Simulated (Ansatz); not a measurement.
Runs of Ansatz 0.2.0 on Ti. Symmetry: P6/mmm, No. 191, hexagonal system. The conventional cell has a = 4.567 Å, b = 4.567 Å, c = 2.826 Å, α = 90.00°, β = 90.00°, γ = 120.00°. Around Ti (site symmetry -6m2) lie 11 Ti at 2.64 to 2.99 Å. Ti (site symmetry 6/mmm) has 14 Ti at 2.83 to 2.99 Å as nearest neighbours. This isn't the form of Ti at room conditions, which is hcp.

```tsv
task	level	U	cell	hubbard projectors	double counting	gap on the mesh (eV)	pressure (GPa)
single point	PBEsol+U	Ti d U = 4 eV	as given	ortho-atomic (the default)	fll (the default)	none	(a)
single point	PBEsol+U	Ti d U = 8 eV	as given	ortho-atomic (the default)	fll (the default)	none	36.2
single point	PBEsol+U	Ti d U = 6 eV	as given	ortho-atomic (the default)	fll (the default)	none	7.1
relaxation of the atoms	PBE	-	atoms relaxed	-	-	none	0.8
single point	PBEsol+U	Ti d U = 5 eV	as given	ortho-atomic (the default)	fll (the default)	none	4.5
```

Alike in all rows: potentials or basis Ansatz PAW; no spin polarisation; k mesh 7 × 7 × 9; cutoff (eV) 420; smearing fermi-dirac 0.05 eV.

Question: Fill in the values left out.

Answer: (a) 2.4.

Caveats: U without spin polarisation on a metal has little footing (some runs); the PAW data sets come from PBE, with cores solved anew for the run's functional, which leaves a small shift of forces and pressure (some runs); the U is typed as a test and isn't derived for this compound (some runs); a pressure of tens of GPa on the cell as given is suspect, and the run, the potentials or the cell itself is likely at fault (some runs); the relaxation stopped at its first step, so nothing moved (some runs); the thresholds are loose for stress (some runs).

A gap of «none» marks a metal or a gap under the smearing width.
